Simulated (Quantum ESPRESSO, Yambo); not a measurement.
# Quasiparticle gap of RbBr (Fm-3m) in Yambo, part 2 of 2

Aim: the G0W0 gap of RbBr (Fm-3m) on PBE, step by step.

Quantum ESPRESSO 7.5 and Yambo 5.3.0; PBE and many-body steps on it, plane waves. Known limits of the many-body steps: not at the basis limit; no spin-orbit coupling.

So far. Step 2 (Ground state): The gap is direct, at Γ. Step 3 (Bands along the symmetry lines): The gap is 4.364 eV, as in the run before at this level.

The database entry behind the starting cell differs from later determinations by our own check (about 0.5 % short), so it need not match the best structure at ambient conditions.

## 4. Empty states on the mesh, 4×4×4 mesh, 348 bands

Level of this step: DFT, PBE, plane waves, norm-conserving pseudopotentials (Quantum ESPRESSO).

The sums over transitions need many empty states on a uniform mesh; this step solves for them.

The input, pw.in:

```
&control
  calculation = 'nscf'
  prefix = 'x'
  outdir = 'o'
  pseudo_dir = 'pseudo'
/
&system
  ibrav = 0
  nat = 2
  ntyp = 2
  ecutwfc = 76.0
  nbnd = 348
  force_symmorphic = .true.
/
&electrons
  conv_thr = 1e-9
  electron_maxstep = 80
  diago_full_acc = .true.
  diago_thr_init = 5e-6
/
ATOMIC_SPECIES
  Rb 85.468 Rb.upf
  Br 79.904 Br.upf
CELL_PARAMETERS angstrom
  0.0000000000 3.4270000000 3.4270000000
  3.4270000000 0.0000000000 3.4270000000
  3.4270000000 3.4270000000 -0.0000000000
ATOMIC_POSITIONS crystal
  Rb 0.0000000000 0.0000000000 0.0000000000
  Br 0.5000000000 0.5000000000 0.5000000000
K_POINTS automatic
  4 4 4 0 0 0
```

On the command line:

```bash
$ OMP_NUM_THREADS=1 mpirun -n 4 pw.x -nk 4 -in pw.in > pw.out
```

The log of the run:

```text
[banner, memory and clock lines left out]
Program PWSCF v.7.5 starts

     Atomic positions and unit cell read from directory:
     o/x.save/

     Message from routine setup:
     using ibrav=0 with symmetry is DISCOURAGED, use correct ibrav instead

     G-vector sticks info

     bravais-lattice index     =            0
     lattice parameter (alat)  =       9.1586  a.u.
     unit-cell volume          =     543.2114 (a.u.)^3
     number of atoms/cell      =            2
     number of atomic types    =            2
     number of electrons       =        26.00
     number of Kohn-Sham states=          348
     kinetic-energy cutoff     =      76.0000  Ry
     charge density cutoff     =     304.0000  Ry
     Exchange-correlation= PBE
                           (   1   4   3   4   0   0   0)

     celldm(1)=   9.158576  celldm(2)=   0.000000  celldm(3)=   0.000000
     celldm(4)=   0.000000  celldm(5)=   0.000000  celldm(6)=   0.000000

     crystal axes: (cart. coord. in units of alat)
               a(1) = (   0.000000   0.707107   0.707107 )
               a(2) = (   0.707107   0.000000   0.707107 )
               a(3) = (   0.707107   0.707107  -0.000000 )

     reciprocal axes: (cart. coord. in units 2 pi/alat)
               b(1) = ( -0.707107  0.707107  0.707107 )
               b(2) = (  0.707107 -0.707107  0.707107 )
               b(3) = (  0.707107  0.707107 -0.707107 )
     Pseudo is Norm-conserving + core correction, Zval =  9.0
     Generated using ONCVPSP code by D. R. Hamann
     Using radial grid of 2308 points,  6 beta functions with:
     Pseudo is Norm-conserving + core correction, Zval = 17.0
     Generated using ONCVPSP code by D. R. Hamann
     Using radial grid of 1098 points,  6 beta functions with:
     Rb                9.00    85.46800     Rb( 1.00)
     Br               17.00    79.90400     Br( 1.00)

     48 Sym. Ops., with inversion, found

   Cartesian axes

     site n.     atom                  positions (alat units)
         1        Rb     tau(   1) = (   0.0000000   0.0000000   0.0000000  )
         2        Br     tau(   2) = (   0.7071068   0.7071068   0.7071068  )

     number of k points=     8
                       cart. coord. in units 2pi/alat
        k(    1) = (   0.0000000   0.0000000   0.0000000), wk =   0.0312500
        k(    2) = (   0.1767767   0.1767767  -0.1767767), wk =   0.2500000
        k(    3) = (  -0.3535534  -0.3535534   0.3535534), wk =   0.1250000
[...]
k(    7) = (  -0.7071068   0.0000000   0.0000000), wk =   0.0937500
        k(    8) = (  -0.7071068   0.3535534   0.0000000), wk =   0.1875000

     Dense  grid:    48671 G-vectors     FFT dimensions: (  54,  54,  54)

     The potential is recalculated from file :
     o/x.save/charge-density

     Starting wfcs are   14 randomized atomic wfcs +  334 random wfcs

     Band Structure Calculation

     End of band structure calculation

          k = 0.0000 0.0000 0.0000 (  5985 PWs)   bands (ev):

   -55.9826 -55.9826 -55.9807 -55.9807 -55.9807 -22.2901 -10.0526  -6.3615
    -6.3615  -6.3615   2.1322   2.1322   2.1322   6.4965   9.4189   9.4189
     9.4189  10.3081  10.3081  13.1143  17.9700  17.9700  17.9700  18.2752
[...]
[... 32 further rows ...]
[...]
149.4056 151.2175 151.2175 151.2175

          k = 0.1768 0.1768-0.1768 (  6072 PWs)   bands (ev):

[...]
[... 32 further rows ...]
[...]
148.6003 148.8121 148.8326 149.0493

          k =-0.3536-0.3536 0.3536 (  6116 PWs)   bands (ev):

[...]
46.1279  46.1888  46.2049  49.0310  49.9487  51.7198  51.7198  52.7416
     [... 32 further rows ...]
   144.1007 144.9955 146.6055 146.6055 146.9085 147.6932 147.6932 148.0930
   148.3665 148.3665 148.3797 148.3797

          k = 0.3536 0.0000 0.0000 (  6102 PWs)   bands (ev):

     [... further k-points ...]

     highest occupied, lowest unoccupied level (ev):     2.1322    6.4965

     XML data file, pseudopotentials, collected wavefunctions
```

Run time: 1.7 min. Hardware: 4 MPI ranks of Arm Neoverse N1, shared host; peak memory 0.96 GiB.

This step gave:

| Quantity | Value |
| --- | --- |
| gap | 4.364 eV |
| k of the valence top | 0, 0, 0 |
| k of the conduction bottom | 0, 0, 0 |
| least direct gap | 4.364 eV |
| k points computed | 8 |
| lowest point of the top converged band, above the valence top | 146.0202 eV |

On this mesh the gap is 4.364 eV.

## 5. Conversion and set-up

This step: Yambo 5.3.0; conversion and set-up on PBE, plane waves, norm-conserving pseudopotentials.

The states are converted to the many-body program's format and the q mesh is built.

On the command line:

```bash
$ (cd o/x.save; p2y > p2y.log; mv SAVE ../..); yambo > setup.log
```

The log of the run:

```text
 Yambo, version 5.3.0

 [02] CORE Variables Setup
 =========================

  [02.01] Unit cells
  ==================

  Cell kind             :  FCC
  Atoms in the cell     :  Rb  Br
  number of Rb atoms    :  1
  number of Br atoms    :  1

  List of atomic masses
  Mass of Rb    :  85.46800
  Mass of Br    :  79.90400

  List of atomic coordinates    : [cc]
  Rb1       :  0.000000  0.000000  0.000000  order 1
  Br1       :  6.476091  6.476091  6.476091  order 2

  Alat factors          :  6.476091  6.476091  6.476091 [a.u.]
  Direct lattice volume :  543.2114 [a.u.]
  Direct lattice vectors:  A[ 1 ]  A[ 2 ]  A[ 3 ]
   A[ 1 ]:  0.000000  1.000000  1.000000  [iru]
   0.000000  6.476091  6.476091  [cc]
   A[ 2 ]:  1.000000  0.000000  1.000000  [iru]
   6.476091  0.000000  6.476091  [cc]
   A[ 3 ]:  1.000000  1.000000 -0.000000  [iru]
   6.476091  6.476091 -0.000000  [cc]

  Recip. lattice volume :  0.456637 [a.u.]
  Recip. lattice vectors:  B[ 1 ]  B[ 2 ]  B[ 3 ]
   B[ 1 ]: -0.500000  0.500000  0.500000  [iku]
  -0.485106  0.485106  0.485106  [cc]
   B[ 2 ]:  0.500000 -0.500000  0.500000  [iku]
   0.485106 -0.485106  0.485106  [cc]
   B[ 3 ]:  0.500000  0.500000 -0.500000  [iku]
   0.485106  0.485106 -0.485106  [cc]

  [02.02] Symmetries
  ==================

  Inversion symmetry    : yes
  Spatial inversion     : yes
  Inversion index       :  25
  K-space Time-reversal : no
  Magnetic symmetries   : no
  Group table correct   : yes
  Symmetries units      :  [cc]

   [S  1]:   1.0000      0.27213E-16  0.27213E-16  0.27213E-16   1.0000     -0.27213E-16 -0.27213E-16 -0.27213E-16   1.0000
   [S  2]:  -1.0000     -0.27213E-16  0.27213E-16 -0.27213E-16  -1.0000     -0.27213E-16  0.27213E-16  0.27213E-16   1.0000
   [S  3]:  -1.0000      0.27213E-16 -0.27213E-16 -0.27213E-16   1.0000      0.27213E-16  0.27213E-16 -0.27213E-16  -1.0000
[...]
[... 36 further rows ...]
   [S 47]:  0.27213E-16   1.0000     -0.27213E-16 -0.27213E-16  0.27213E-16  -1.0000       1.0000     -0.27213E-16  0.27213E-16
   [S 48]:  0.27213E-16  -1.0000      0.27213E-16 -0.27213E-16 -0.27213E-16   1.0000       1.0000      0.27213E-16 -0.27213E-16

  [02.03] Reciprocal space
  ========================

  nG shells         :   433
  nG charge         :   48671
  nG WFs            :   7290
  nC WFs            :   6116
  G-vecs. in first 43 shells:  [ Number ]
     1    9   15   27   51   59   65   89  113
    137   169   181   229   259   283   307   331   339
    387   411   459   531   537   561   609   645   701
[...]
1139  1211  1243  1291  1363  1411  1459
  ...
  Shell energy in first 43 shells:  [ mHa ]
[...]
6000.87      6118.53      6589.19      6942.18      7530.50      7883.49      8001.16      8471.81      8824.80
[...]
K/Q-points units:
  rlu = crystal or reduced units; cc = cartesian coordinates; iku = interal k-units

  K [1]          [rlu]:  0.000000  0.000000  0.000000
         WF components:   5985
  K [2]          [rlu]: -0.81030E-17 -0.81030E-17  0.25000
         WF components:   6072
  K [3]          [rlu]:  0.16206E-16  0.16206E-16 -0.50000
         WF components:   6116
  K [4]          [rlu]:  0.32852E-17  0.25000      0.25000
         WF components:   6102
  K [5]          [rlu]:  0.23457E-16  0.25000     -0.50000
         WF components:   6070
  [... 2 further k-points ...]
  K [8]          [rlu]:  0.250000 -0.500000 -0.250000
         WF components:   6032

  [02.05] Energies & Occupations
  ==============================

  [X] === General ===
  [X] Electronic Temperature                        :  0.000000  0.000000 [eV K]
  [X] Bosonic    Temperature                        :  0.000000  0.000000 [eV K]
  [X] Finite Temperature mode                       : no
  [X] El. density                                   :  0.32300E+24 [cm-3]
  [X] Fermi Level                                   :  2.132238 [eV]

  [X] === Gaps and Widths ===
  [X] Conduction Band Min                           :  4.364251 [eV]
  [X] Valence Band Max                              :  0.000000 [eV]
  [X] Filled Bands                                  :  13
  [X] Empty Bands                                   :    14   348
  [X] Direct Gap                                    :  4.364251 [eV]
  [X] Direct Gap localized at k                     :  1
  [X] Indirect Gap                                  :  4.364251 [eV]
  [X] Indirect Gap between kpts                     :  1  1
  [X] Last valence band width                       :  0.354275 [eV]
  [X] 1st conduction band width                     :  2.722711 [eV]

  E @ K [1]:  [eV]
  -58.11487 -58.11487 -58.11291 -58.11291 -58.11291 -24.42232 -12.18480  -8.49377
   -8.4938      -8.4938     -0.21102E-11 -0.18376E-11   0.0000       4.3643       7.2866       7.2866
    7.28663   8.17591   8.17591  10.98203  15.83781  15.83781  15.83781  16.14291
[...]
occ @ K [1]
[...]
E @ K [2]:  [eV]
[...]
occ @ K [2]
[...]
E @ K [3]:  [eV]
[...]
occ @ K [3]
[...]
E @ K [4]:  [eV]
[...]
occ @ K [4]
[...]
E @ K [5]:  [eV]
[...]
occ @ K [5]
[...]
[... 2 further k-points ...]
  E @ K [8]:  [eV]
[...]
occ @ K [8]
[...]
0.000000  0.000000  0.000000  0.000000  0.000000  0.000000  0.000000  0.000000
   0.000000  0.000000  0.000000  0.000000  0.000000  0.000000  0.000000  0.000000

 [03] Transferred momenta grid and indexing
 ==========================================

 IBZ Q-points                                      :   8
 BZ  Q-points                                      :   64

 K/Q-points units:
 rlu = crystal or reduced units; cc = cartesian coordinates; iku = interal k-units

 Q [1]          [rlu]:  0.000000  0.000000  0.000000
 Q [2]          [rlu]:  0.20505E-16 -0.72508E-17  0.25000
 Q [3]          [rlu]: -0.41010E-16  0.14502E-16 -0.50000
[...]
Q [7]          [rlu]: -0.63786E-16 -0.50000     -0.50000
 Q [8]          [rlu]:  0.250000 -0.500000 -0.250000

  [03.01] X indexes
  =================

   [03.01.01] Sigma indexes
   ========================

 [06] Game Over & Game summary
```

Run time: 4.7 s. Hardware: 1 MPI rank; peak memory 0.26 GiB.

## 6. Screening and self-energy, 4×4×4 mesh, 348 bands, screening to 244.9 eV

G0W0 replaces the xc potential by the self-energy, built once from these orbitals. Only a window of levels is corrected, while the sums run over the empty bands that the input names.

This step: G0W0 on PBE, plane waves, norm-conserving pseudopotentials.

The input, gw3.in:

```
HF_and_locXC
gw0
dyson
ppa
em1d
rim_cut
RandQpts= 1000000
RandGvec= 1 RL
EXXRLvcs= 76 Ry
VXCRLvcs= 304 Ry
Chimod= "HARTREE"
% BndsRnXp
 1 | 348 |
%
NGsBlkXp= 18 Ry
% LongDrXp
 1 | 1 | 1 |
%
% GbndRnge
 1 | 348 |
%
DysSolver= "n"
ExtendOut
PPAPntXp= 27.21138 eV
% QPkrange
 1 | 1 | 12 | 15 |
%
```

On the command line:

```bash
$ OMP_NUM_THREADS=1 mpirun -n 4 yambo -F gw3.in -J gw3 -C gw3 > gw3.log
```

The log of the run:

```text
 Yambo, version 5.3.0

 [02] CORE Variables Setup
 =========================

  [... cell, symmetries and grids as in the set-up ...]

  [02.05] Energies & Occupations
  ==============================

  [X] === General ===
  [X] Electronic Temperature                        :  0.000000  0.000000 [eV K]
  [X] Bosonic    Temperature                        :  0.000000  0.000000 [eV K]
  [X] Finite Temperature mode                       : no
  [X] El. density                                   :  0.32300E+24 [cm-3]
  [X] Fermi Level                                   :  2.132238 [eV]

  [X] === Gaps and Widths ===
  [X] Conduction Band Min                           :  4.364251 [eV]
  [X] Valence Band Max                              :  0.000000 [eV]
  [X] Filled Bands                                  :  13
  [X] Empty Bands                                   :    14   348
  [X] Direct Gap                                    :  4.364251 [eV]
  [X] Direct Gap localized at k                     :  1
  [X] Indirect Gap                                  :  4.364251 [eV]
  [X] Indirect Gap between kpts                     :  1  1
  [X] Last valence band width                       :  0.354275 [eV]
  [X] 1st conduction band width                     :  2.722711 [eV]

 [03] Transferred momenta grid and indexing
 ==========================================

 IBZ Q-points                                      :   8
 BZ  Q-points                                      :   64

 K/Q-points units:
 rlu = crystal or reduced units; cc = cartesian coordinates; iku = interal k-units

 Q [1]          [rlu]:  0.000000  0.000000  0.000000
 Q [2]          [rlu]:  0.20505E-16 -0.72508E-17  0.25000
 Q [3]          [rlu]: -0.41010E-16  0.14502E-16 -0.50000
 Q [4]          [rlu]:  0.31893E-16  0.25000      0.25000
 Q [5]          [rlu]:  0.34809E-16  0.25000      0.50000
 Q [6]          [rlu]:  0.99473E-16  0.25000     -0.25000
 Q [7]          [rlu]: -0.63786E-16 -0.50000     -0.50000
 Q [8]          [rlu]:  0.250000 -0.500000 -0.250000

 [04] Coloumb potential Random Integration (RIM)
 ===============================================

  [04.01] RIM initialization
  ==========================

  * Diagonal components only detected *

  8 x (sBL volume)        :  0.057080 [a.u.]
  sBZ random points       :  1000000
  Points outside the sBZ  :   7968281
  RL volume               :  0.456637 [a.u.]
  Integrated volume       :  0.458454 [a.u.]

  [04.02] RIM integrals
  =====================

  Gamma point sphere radius             :  0.069841 [a.u.]
  Points outside the sphere             :   800476
  [Int_sBZ(q=0) 1/q^2]*(Vol_sBZ)^(-1/3) =:  7.776341
                                 should be <:  7.795600

  Summary of Coulomb integrals for non-metallic bands |Q|[au] RIM/Bare

  Q [1] 0.100000E-4 0.997530 * Q [2] 0.210057 1.069186
  Q [4] 0.242553 1.068537 * Q [6] 0.343022 1.029949
  Q [5] 0.402229 1.023412 * Q [3] 0.420114 1.020404
  Q [7] 0.485106 1.016961 * Q [8] 0.542365 1.013888

 [05] Dipoles
 ============

  [05.01] Setup: observables and procedures
  =========================================

 [06] Dynamic Dielectric Matrix (PPA)
 ====================================

 [WR./gw3//ndb.pp]---------------------------------------------------------------
  Brillouin Zone Q/K grids (IBZ/BZ)                :    8   64    8   64
  RL vectors                                       :   7343 [WF]
  Coulomb cutoff potential                         : none
  Electronic Temperature                           :  0.000000 [K]
  Bosonic    Temperature                           :  0.000000 [K]
  PPA    diel. fun.  energies                      : Perdew, Burke & Ernzerhof(X)+Perdew, Burke & Ernzerhof(C)
  wavefunctions                                    : Perdew, Burke & Ernzerhof(X)+Perdew, Burke & Ernzerhof(C)
  Global Gauge                                     : length
  X matrix size                                    :   749
  X band range                                     :     1   348
  X e/h energy range                               : -1.000000 -1.000000 [eV]
  X Time ordering                                  : R
  X Hxc Kernel                                     : HARTREE
  X Drude frequency                                :  0.000000  0.000000
  X poles                                          :  100.0000 [o/o]
  RL vectors in the sum                            :   7343
  [r,Vnl] included                                 : yes
  Field direction                                  :  0.577350E-5  0.577350E-5  0.577350E-5
  BZ energy Double Grid                            : no
  BZ energy DbGd points                            : 0
  BZ Q point size factor                           : -1.000000
  X Optical Averaged directions                    : none

 [07] Local Exchange-Correlation + Non-Local Fock
 ================================================

 [VXC] Plane waves :   48671
 [EXS] Plane waves :   6081

 QP @ state[ 1 ] K range:  1  1
 QP @ state[ 1 ] b range:  12  15

 [xc] Functional : Perdew, Burke & Ernzerhof(X)+Perdew, Burke & Ernzerhof(C)
 [xc] LIBXC used to calculate xc functional
  PP Number of Atomic Species                      :  2
  NLCC RL compoments                               :   48671
  PP Number of Atomic Species                      :  2
  NLCC RL compoments                               :   48671

 [xc] E_xc :  -16.27496 [Ha]
      E_xc :  -32.54992 [Ry]

  Local XC kind (lXC) : Perdew, Burke & Ernzerhof(X)+Perdew, Burke & Ernzerhof(C)
  Non-Local XC kind (nlXC) : Hartree-Fock

  Corrections @ K [1] :  [eV]
 <12|nlXC|12> = -19.41607  0.29846E-17 <12|lXC|12> = -14.22687 -0.62046E-21
 <13|nlXC|13> = -19.41604  0.25755E-17 <13|lXC|13> = -14.22687 -0.15341E-15
 <14|nlXC|14> = -3.641018  0.17070E-17 <14|lXC|14> = -6.942251 -0.18883E-15
 <15|nlXC|15> = -3.253735  0.84129E-18 <15|lXC|15> = -7.444604  0.59760E-20

 [08] Dyson equation: Newton solver
 ==================================

  [08.01] G0W0 (W PPA)
  ====================

  [  GW  ] Bands range     :     1   348
  [GW/PPA] G damping       :  0.100000 [eV]

  QP @ state[ 1 ] K range:  1  1
  QP @ state[ 1 ] b range:  12  15

   Sc/G bands                                       :     1   348
   Sc/G damping                                     :  0.100000 ev
   Sc bands terminator                              : no
   Sx RL components                                 :   6081

   QP @ state[ 1 ] K range                          :  1  1
   QP @ state[ 1 ] b range                          :  12  15
   GF energies kind                                 : Perdew, Burke & Ernzerhof(X)+Perdew, Burke & Ernzerhof(C)
   GF WF`s kind                                     : Perdew, Burke & Ernzerhof(X)+Perdew, Burke & Ernzerhof(C)
   Xs energies kind                                 : Perdew, Burke & Ernzerhof(X)+Perdew, Burke & Ernzerhof(C)
   Xs WF`s kind                                     : Perdew, Burke & Ernzerhof(X)+Perdew, Burke & Ernzerhof(C)

 [11] Game Over & Game summary
```

Run time: 32 min. Hardware: 4 MPI ranks; peak memory 2.9 GiB; 2.1 h of CPU time.

Numbers from this step:

```
G0W0 gap on the points computed              : 7.639 eV
starting gap on the mesh                     : 4.364 eV
k of the valence top                         : 0, 0, 0
k of the conduction bottom                   : 0, 0, 0
least direct G0W0 gap on the computed points : 7.639 eV
Z at the valence top                         : 0.8257
Z at the conduction bottom                   : 0.8763
```

The gap on the mesh goes from 4.36 eV to 7.64 eV, a correction of +3.27 eV.

Limits: finite bands, cutoff and mesh; no spin-orbit coupling. v1 is the top filled band, c1 the lowest empty one. Levels before and after the correction, in eV, zero at the valence-band top of each column:

|  | conduction bottom | valence top |
| --- | --- | --- |
| Kohn-Sham | 4.36 | 0.00 |
| G0W0 | 7.64 | 0.00 |

|  | level | energy (eV) |
| --- | --- | --- |
| Kohn-Sham | Γ v2-v1 | 0.000 |
| Kohn-Sham | Γ c1 | 4.364 |
| Kohn-Sham | Γ c2 | 7.287 |
| G0W0 | Γ v2-v1 | 0.000 |
| G0W0 | Γ c1 | 7.639 |
| G0W0 | Γ c2 | 11.180 |

## 7. Where the time went

Times are wall times on the hardware named with each run, good to a factor of about two.

| step | time | share | memory (GiB) |
| --- | --- | --- | --- |
| ground state | 24 s | 1 % | 0.33 |
| bands along the symmetry lines | 23 s | 1 % | 0.27 |
| empty states on the mesh | 1.7 min | 5 % | 0.96 |
| conversion and set-up | 4.7 s | 0 % | 0.26 |
| screening and self-energy | 32 min | 92 % | 2.9 |

## 8. What came out

```
PBE gap              : 4.36 eV, direct
G0W0 gap on the mesh : 7.64 eV
GW settings          : 4×4×4 mesh, 348 bands, screening to 244.9 eV, Godby-Needs plasmon pole
known limits         : not at the basis limit; no spin-orbit coupling
```

G0W0 moves the gap on the mesh from 4.36 eV to 7.64 eV (+3.27 eV), with Z of 0.83 and 0.88 at the edges. Only 1 of the mesh's irreducible points was corrected, so a valley elsewhere could overtake. The dearest step here is «screening and self-energy». Bands and cutoff are finite, so the gap is not at the basis limit. The miss can reach some tenths of an eV and take either sign; the mesh is an error of its own. In the G0W0 run levels were corrected at 1 k point alone, so a gap called «on the mesh» is the least over those, and an edge elsewhere would be missed. The many-body steps are scalar-relativistic: spin-orbit coupling is not in them.

[Paths, hosts, dates, memory and timing lines, banners, echoed tables and standing remarks are left out of the program output.]

[Logs are printed without paths, hosts, clocks, repeated set-up lines and the standing remarks that a program may print on its own settings, such as how far it seeks lower states.]

[Runs of the session that timed out or met a known fault of the program may be left out.]

[Hosts, paths, dates, database ids (printed as entryN), source tags and the programs' standing remarks are cut or masked in the printed files.]
